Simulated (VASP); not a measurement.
# P: relaxation of cell and atoms with PBE+D3(BJ)

Slab: P, a slab with vacuum.

```
P
1.0
     3.31640    0.00000    0.00000
     0.00000    4.37930    0.00000
     0.00000    0.00000   20.13077
P
4
Direct
  0.00000 0.58068 0.44708
  0.50000 0.91932 0.44708
  0.50000 0.08068 0.55292
  0.00000 0.41932 0.55292
```

The slab is cut from a database's or a generator's crystal, which needn't be the stable form of the element.

| Quantity | Value |
| --- | --- |
| Program | VASP 6.6.1 |
| Task | relaxation of cell and atoms |
| Functional | PBE |
| Dispersion | D3(BJ) |
| Potentials or basis | VASP PAW PBE potentials, release 64 (P) |
| Cutoff | 600 eV |
| k mesh | 10 × 8 × 1 |
| Occupations | gaussian, width 0.03 eV |
| Spin | no spin polarisation |
| Further INCAR settings | ALGO = Normal; EDIFF = 1e-06; IBRION = 2; EDIFFG = -0.01; NSW = 90; ISIF = 3 |

```yaml
Relaxed_volume: 73.55 Å³/atom
Relaxed_cell: a = 3.292 Å, b = 4.439 Å, c = 20.131 Å, α = 90.00°, β = 90.00°, γ = 90.00°
Space_group_after_relaxing_to_0.05_Å: Pmna (No. 53)
Energy_gained_by_relaxing: 0.8 meV/atom
Ionic_steps: 7
Largest_force_after_relaxing: 0.003 eV/Å
Band_gap_on_the_k_mesh: 0.75 eV, direct
Dispersion_energy_per_atom: -0.248 eV
```

Forces in eV/Å, atoms in the order of the input:
```
P    0.000 -0.001  0.003
P    0.000  0.001  0.003
P    0.000 -0.001 -0.003
P    0.000  0.001 -0.003
```

Step by step:
```tsv
step	energy change (eV)	largest force (eV/Å)	pressure (GPa)	volume (Å³)
1	0.0000	0.0642	-0.13	292.37
2	-0.0015	0.0177	0.08	290.77
3	-0.0015	0.0183	0.04	291.02
4	-0.0022	0.0365	0.03	291.65
5	-0.0023	0.0625	0.02	292.01
6	-0.0028	0.0421	0.01	292.72
7	-0.0033	0.0035	-0.01	294.21
```

Final structure:
```
P
1.0
     3.29235    0.00000    0.00000
     0.00000    4.43912    0.00000
     0.00000    0.00000   20.13077
P
4
Cartesian
  0.0000 2.5876 9.0063
  1.6462 4.0711 9.0063
  1.6462 0.3680 11.1245
  0.0000 1.8515 11.1245
```

Levels at points of the mesh, in eV from the valence-band top:
```tsv
k point	band 7	band 8	band 9	band 10	band 11	band 12	band 13	band 14
(0.00, 0.00, 0.00)	-3.47	-1.87	-1.77	0.00	0.75	1.57	2.74	3.47
(0.50, 0.00, 0.00)	-2.75	-2.75	-2.04	-2.04	1.31	1.31	1.97	1.97
(0.00, 0.50, 0.00)	-2.57	-2.57	-1.05	-1.05	2.12	2.12	3.50	3.50
(0.50, 0.50, 0.00)	-4.87	-4.87	-1.31	-1.31	2.42	2.42	4.27	4.27
```

Wall time 3.9 min on 2 MPI ranks on Intel(R) Xeon(R) Platinum 8488C (Sapphire Rapids), with other jobs on the host, peak memory 0.47 GiB a rank.

Zero-point motion and thermal expansion aren't in these numbers.
